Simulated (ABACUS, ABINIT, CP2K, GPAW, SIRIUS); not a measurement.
## The equilibrium volume of HfN, sorted by core time

**What was measured.** The equilibrium volume of HfN (Fm-3m) is reported as 11.58 Å³/atom (a printed reference work). The runs below try to reproduce it.

It takes space group Fm-3m (No. 225, cubic). The conventional cell has a = 4.512 Å, b = 4.512 Å, c = 4.512 Å, α = 90.00°, β = 90.00°, γ = 90.00°. Hf (site symmetry m-3m) has 6 N at 2.26 Å as nearest neighbours. N (site symmetry m-3m) has 6 Hf at 2.26 Å as nearest neighbours.

| rung | level | program and potentials | cutoff (eV) | k mesh | smearing | task | core time | chip | equilibrium volume (Å³/atom) | miss | notes |
| --- | --- | --- | --- | --- | --- | --- | --- | --- | --- | --- | --- |
| GGA | PBEsol | SIRIUS, PseudoDojo 0.4.1 PBE standard (scalar relativistic) | 1152 | 7 × 7 × 7 | fermi-dirac 0.05 | eos task | 76 s | Intel Xeon 6975P-C Granite Rapids | 11.43 | -1.3 % | potentials made for PBE |
| GGA | PW91 | SIRIUS, PseudoDojo 0.4.1 PBE standard (scalar relativistic) | 1152 | 7 × 7 × 7 | fermi-dirac 0.05 | eos task | 82 s | Intel Xeon 6975P-C Granite Rapids | 11.73 | +1.3 % | potentials made for PBE |
| LDA | LDA | ABINIT, PseudoDojo NC SR LDA v0.4.1 standard | 1143 | 8 × 8 × 8 | fermi-dirac 0.05 | relaxation of cell and atoms | 1.9 min | Arm Neoverse V1 | 11.00 | -5.0 % | far from this level's other runs, cause not traced |
| GGA | PBEsol | GPAW, PAW data sets generated for this functional | 800 | 10 × 10 × 10 | fermi-dirac 0.05 | equation of state | 2.4 min | Arm Neoverse V2 | 11.44 | -1.2 % | - |
| GGA | PBEsol | ABACUS, PseudoDojo NC SR 0.4.1 PBEsol standard, plane waves | 1143 | 10 × 10 × 10 | fermi-dirac 0.05 | equation of state | 3.1 min | Intel Xeon 6975P-C Granite Rapids | 11.37 | -1.8 % | - |
| GGA | PBE | ABACUS, PseudoDojo NC SR 0.4.1 PBE standard, plane waves | 1143 | 10 × 10 × 10 | fermi-dirac 0.05 | equation of state | 6.2 min | Intel Xeon Platinum 8175M Skylake/Cascade Lake | 11.73 | +1.3 % | - |
| GGA | PBEsol | CP2K, POTENTIAL_UZH Hf GTH-PBE-q12, N GTH-PBE-q5; TZVP-MOLOPT-PBE-GTH basis | - | 10 × 10 × 10 | fermi-dirac 0.05 | equation of state | 7.1 min | Intel Xeon 6975P-C Granite Rapids | 11.31 | -2.3 % | atomic basis; potentials made for PBE |
| meta-GGA | r2SCAN | CP2K, POTENTIAL_UZH Hf GTH-SCAN-q12, N GTH-SCAN-q5; TZVP-MOLOPT-SCAN-GTH basis | - | 10 × 10 × 10 | fermi-dirac 0.05 | equation of state | 21 min | Arm Neoverse V1 | 11.28 | -2.6 % | atomic basis |

Times are single runs on shared hosts and different chips, so they are rough; meshes, cutoffs and the tasks' sizes weigh on the time. All rows: no spin polarisation. Smearing widths are in eV. For a metal such meshes aren't converged. Meshes differ between rows, which moves values too. Meshes are those of the run's cell of 2 atoms unless a note names another. Relaxations start from the cell shown or near it and stop with a little pressure left. The cell shown, of 11.48 Å³ an atom, is the runs' start and not the measured value. Misses use the values as printed. Runs on faulty files, with rough fits or with known faults for this quantity aren't shown. No row holds spin-orbit coupling.

By rung: LDA 11.00; GGA 11.37 to 11.73; GGA in atomic bases 11.31; meta-GGA in atomic bases 11.28 (Å³/atom). Measured: 11.58 Å³/atom (a printed reference work). Closest, coarse meshes and atomic bases left aside, is PBEsol with GPAW, PAW data sets generated for this functional (-1.2 %), and PBE misses by +1.3 % on plain settings. The runs are for a static lattice, while measurements hold temperature and zero-point motion.
